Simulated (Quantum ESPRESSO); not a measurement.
A calculation with Quantum ESPRESSO 7.5 of MgS (ASE script, Cartesian positions):

File run.py:

```python
import numpy as np
from ase.calculators.espresso import Espresso, EspressoProfile
from ase.io import read

atoms = read('MgS.xyz')

input_data = {
    'control': {'calculation': 'scf', 'prefix': 'pwscf', 'outdir': './tmp', 'tprnfor': True, 'tstress': True, 'disk_io': 'nowf'},
    'system': {'ecutwfc': 45.0, 'ecutrho': 360.0, 'nbnd': 14, 'occupations': 'smearing', 'smearing': 'fd', 'degauss': 0.00367493},
    'electrons': {'conv_thr': 4e-10, 'electron_maxstep': 120, 'mixing_beta': 0.5},
}
pseudopotentials = {'Mg': 'mg_pbesol_v1.4.uspp.F.UPF', 'S': 's_pbesol_v1.4.uspp.F.UPF'}
profile = EspressoProfile(command='mpirun -n 2 pw.x -nk 2', pseudo_dir='pseudo')
dft = Espresso(profile=profile, input_data=input_data, pseudopotentials=pseudopotentials, kpts=(8, 8, 8), koffset=(0, 0, 0))
atoms.calc = dft

print(f'energy {atoms.get_potential_energy():.8f} eV')
print('forces (eV/A)')
print(np.round(atoms.get_forces(), 6))
print('stress (eV/A^3, Voigt)')
print(np.round(atoms.get_stress(), 8))
print(f'Fermi level {dft.get_fermi_level():.4f} eV')
```

Contents of MgS.xyz:

```xyz
2
Lattice="0.0000000000 2.8331200468 2.8331200468 2.8331200468 0.0000000000 2.8331200468 2.8331200468 2.8331200468 0.0000000000" Properties=species:S:1:pos:R:3 pbc="T T T"
S      1.4165600234      1.4165600234      1.4165600234
Mg     0.0000000000      0.0000000000      0.0000000000
```

Potentials or basis: GBRV 1.5 PBEsol.

Run with:

```sh
$ OMP_NUM_THREADS=1 python run.py
```

The cell comes from a database or a generator and needn't be the stable form of this composition.

**Question.** Write the same calculation in another form: native input, structure typed inline.

**Answer.** As run:

pw.in

```
&CONTROL
  calculation = 'scf'
  prefix = 'pwscf'
  outdir = './tmp'
  pseudo_dir = './pseudo'
  tprnfor = .true.
  tstress = .true.
  disk_io = 'low'
/
&SYSTEM
  ibrav = 0
  nat = 2
  ntyp = 2
  ecutwfc = 45
  ecutrho = 360
  nbnd = 14
  occupations = 'smearing'
  smearing = 'fd'
  degauss = 0.00367493
/
&ELECTRONS
  conv_thr = 4d-10
  electron_maxstep = 120
  mixing_beta = 0.5
/
ATOMIC_SPECIES
S     32.0600 s_pbesol_v1.4.uspp.F.UPF
Mg    24.3050 mg_pbesol_v1.4.uspp.F.UPF
CELL_PARAMETERS angstrom
   0.0000000000    2.8331200468    2.8331200468
   2.8331200468    0.0000000000    2.8331200468
   2.8331200468    2.8331200468    0.0000000000
ATOMIC_POSITIONS crystal
S      0.2500000000    0.2500000000    0.2500000000
Mg     0.0000000000    0.0000000000    0.0000000000
K_POINTS automatic
8 8 8 0 0 0
```

Contents of pp_density.in:

```
&INPUTPP
  prefix = 'pwscf'
  outdir = './tmp'
  filplot = 'density.dat'
  plot_num = 0
/
&PLOT
  nfile = 1
  filepp(1) = 'density.dat'
  iflag = 3
  output_format = 6
  fileout = 'density.cube'
/
```

Contents of pp_potential.in:

```
&INPUTPP
  prefix = 'pwscf'
  outdir = './tmp'
  filplot = 'potential.dat'
  plot_num = 11
/
&PLOT
  nfile = 1
  filepp(1) = 'potential.dat'
  iflag = 3
  output_format = 6
  fileout = 'potential.cube'
/
```

Potentials or basis: GBRV 1.5 PBEsol.

Launch:

```bash
$ OMP_NUM_THREADS=1 mpirun -n 2 pw.x -nk 2 -in pw.in > pw.out
$ OMP_NUM_THREADS=1 mpirun -n 1 pp.x -in pp_density.in > pp_density.out
$ OMP_NUM_THREADS=1 mpirun -n 1 pp.x -in pp_potential.in > pp_potential.out
```

Both were run:

|  | ASE script, Cartesian positions | native input, structure typed inline |
| --- | --- | --- |
| Pressure | -0.5 GPa | -0.5 GPa |
| Band gap on the k mesh | 3.28 eV, direct | 3.28 eV, direct |

Keys that steer only the numerical path or the files written may differ.
